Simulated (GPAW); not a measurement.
A run of GPAW 26.7.0 is set up as follows.

The input run.py:

```python
from ase import Atoms
from ase.dft.bandgap import bandgap
from ase.io import write
from ase.units import GPa
from gpaw import GPAW, PW

atoms = Atoms(['Sr', 'O'],
              cell=[[0.0, 2.5663, 2.5663],
                    [2.5663, 0.0, 2.5663],
                    [2.5663, 2.5663, 0.0]],
              scaled_positions=[[0.5, 0.5, 0.5],
                                [0.0, 0.0, 0.0]],
              pbc=True)

calc = GPAW(mode=PW(800),
            xc='PBE',
            kpts={'size': (9, 9, 9), 'gamma': True},
            occupations={'name': 'fermi-dirac', 'width': 0.05},
            nbands=16,
            convergence={'density': 1e-05, 'energy': 1e-05},
            maxiter=150,
            txt='gpaw.txt')
atoms.calc = calc
energy = atoms.get_potential_energy()
forces = atoms.get_forces()
stress = atoms.get_stress()
calc.write('gs.gpw')
write('result.traj', atoms)
print(f'Energy: {energy:.6f} eV')
print('Forces (eV/A):')
print(forces.round(4))
print('Stress (GPa):', (stress / GPa).round(3))
print('Fermi level:', round(calc.get_fermi_level(), 4), 'eV')
print(f'Gap: {bandgap(calc)[0]:.4f} eV, direct: {bandgap(calc, direct=True)[0]:.4f} eV')
```

Potentials or basis: GPAW PAW data sets (gpaw-data 1.2.1), pw.

Command:

```console
$ OMP_NUM_THREADS=1 python run.py
```

Task: Estimate the band gap on the k mesh.

Result: 3.42 eV, indirect (least direct gap 3.50 eV).

Task: Predict the pressure.

Result: 3.8 GPa.

Caveat: an odd mesh through Γ misses points on the zone boundary, where band edges often lie. Expect the measured gap to be larger: semilocal functionals such as PBE lack the derivative discontinuity.
